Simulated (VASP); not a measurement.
Input of a VASP 6.6.1 run:

Contents of INCAR:

```
SYSTEM = H2CO
ALGO = Normal ; EDIFF = 1E-7
ENCUT = 520 ; GGA = PE
ISIF = 2 ; ISMEAR = -1
LASPH = .True. ; LCHARG = .True.
LELF = .True. ; LREAL = Auto
LVHAR = .True. ; LWAVE = .False.
NBANDS = 86 ; NELM = 80
PREC = Accurate ; SIGMA = 0.02
```

Contents of KPOINTS:

```
k-points
0
Gamma
  1 1 1
  0 0 0
```

POSCAR

```
H2CO
1.0
    8.4809260000      0.0000000000      0.0000000000
    0.0000000000      8.4809260000      0.0000000000
    0.0000000000      0.0000000000      8.4809260000
O C H
10 10 20
Direct
    0.6925305091      0.5072323470      0.4087643260
    0.4191287602      0.1469532926      0.3821398748
    0.6276201443      0.7034019634      0.8044050850
    0.1112496442      0.0689901079      0.9241443682
    0.4655269955      0.1748040249      0.8978972343
    0.8765670164      0.3552206445      0.1127707045
    0.2385470643      0.5519680280      0.7449304475
    0.9378221199      0.0634364691      0.4504107217
    0.9256536374      0.7067034897      0.1118509936
    0.3119352769      0.6118317740      0.2233128788
    0.6662715840      0.5756682702      0.2886477255
    0.4321579978      0.1484389794      0.2425914340
    0.5489141162      0.6708229738      0.6988741560
   -0.0167080812      0.0434032793      0.8491171837
    0.3745699467      0.0824792010      0.8477258262
    0.9979334804      0.3895447266      0.1817018566
    0.2154245892      0.4115588321      0.7294014828
    0.8440705649      0.0687424934      0.3447382986
    0.9159141348      0.6969875695     -0.0354796163
    0.2890957898      0.7573465445      0.2477087997
    0.6634888690      0.7005131279      0.2847094763
    0.6721789578      0.4987898727      0.1691796391
    0.3277236472      0.1252575485      0.1784946597
    0.5384199791      0.1499010839      0.1509504976
    0.4938611656      0.5522156425      0.6600576399
    0.5258270146      0.7532314278      0.6188828909
   -0.1318370187      0.0894595708      0.8636203169
   -0.0037613817     -0.0370006766      0.7422184794
    0.3278297676      0.1119335318      0.7332571938
    0.3462829413     -0.0302561300      0.9129899259
    1.0490717641      0.4556813725      0.2935056856
    1.1027569395      0.3521549416      0.0908863018
    0.3131261846      0.3393733184      0.6787466369
    0.1054012262      0.3597248697      0.7940878154
    0.7029656903      0.0488507977      0.3924571444
    0.8617808952      0.1206825764      0.2180540191
    0.8096049889      0.7398012906     -0.0768430240
    0.9960115204      0.6160294289     -0.1100351542
    0.2963119829      0.8338476247      0.1492879433
    0.2780474679      0.8070580972      0.3787793927
```

Potentials or basis: VASP PAW PBE potentials, release 64 (O, C, H).

Run with:

```bash
$ cat potpaw_PBE.64/O/POTCAR potpaw_PBE.64/C/POTCAR potpaw_PBE.64/H/POTCAR > POTCAR
$ mpirun -np 1 vasp_gam > vasp.out
```

Q: Predict the largest force.

A: 6.962 eV/Å.

Q: Predict the pressure.

A: 1.2 GPa.

Q: Predict the band gap on the k mesh.

A: 1.74 eV, direct.

Stress tensor (GPa, compression positive):
```
 1.61  0.02  3.21
 0.02  1.01 -1.93
 3.21 -1.93  0.93
```

Caveat: the standard files for N, O and F lose accuracy on very short bonds. Expect the measured gap to be larger: semilocal functionals such as PBE lack the derivative discontinuity.
